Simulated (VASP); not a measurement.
Set up this calculation in VASP 6.6.1, as the native input.

```yaml
Task: single point
Functional: r2SCAN
Potentials_or_basis: VASP PAW PBE potentials, release 64 (In_d, As)
Cutoff: 520 eV
k_mesh: 12 × 12 × 12
Occupations: gaussian, width 0.1 eV
Spin: no spin polarisation
Dipole_correction: no
Further_INCAR_settings: ALGO = Normal; EDIFF = 1e-07; NBANDS = 16
```

The system is InAs.

```
In As
1.0
     0.00000    3.14048    3.14048
     3.14048    0.00000    3.14048
     3.14048    3.14048    0.00000
In As
1 1
Direct
  0.00000 0.00000 0.00000
  0.75000 0.75000 0.75000
```

The cell isn't the ideal one: functional r2SCAN, strained and moved within the space group.

The input as run:

POSCAR

```
InAs
1.0
    0.0000000000      3.1404844800      3.1404844800
    3.1404844800      0.0000000000      3.1404844800
    3.1404844800      3.1404844800      0.0000000000
In As
1 1
Direct
    0.0000000000      0.0000000000      0.0000000000
    0.7500000000      0.7500000000      0.7500000000
```

INCAR.step1

```
SYSTEM = InAs
PREC = Accurate
ENCUT = 520
ISMEAR = 0
SIGMA = 0.1
LREAL = .False.
LASPH = .True.
NELM = 100
NBANDS = 16
GGA = PE
ALGO = Normal
EDIFF = 1E-4
LWAVE = .True.
LCHARG = .False.
```

INCAR.step2

```
SYSTEM = InAs
PREC = Accurate
ENCUT = 520
EDIFF = 1E-7
ISMEAR = 0
SIGMA = 0.1
LREAL = .False.
LASPH = .True.
NELM = 100
ALGO = Normal
ISIF = 2
LWAVE = .False.
LCHARG = .True.
METAGGA = R2SCAN
LMIXTAU = .True.
LELF = .True.
LVHAR = .True.
NBANDS = 16
ISTART = 1
```

KPOINTS

```
regular mesh
0
Gamma
  12 12 12
  0 0 0
```

Potentials or basis: VASP PAW PBE potentials, release 64 (In_d, As).

Launch:

```sh
$ cat potpaw_PBE.64/In_d/POTCAR potpaw_PBE.64/As/POTCAR > POTCAR
$ cp INCAR.step1 INCAR
$ mpirun -np 1 vasp_std > vasp.out
$ cp INCAR.step2 INCAR
$ mpirun -np 1 vasp_std > vasp.out
```

Results of the run:

| Quantity | Value |
| --- | --- |
| Pressure | -3.9 GPa |
| Band gap on the k mesh | none (metal or under the smearing width) |

Caveat: the PAW data sets were made with another functional, which shifts forces and pressure a little.

Wall time 4.9 min on 1 thread of AMD EPYC 9R14 (Zen 4) (shared host), peak memory 0.23 GiB.
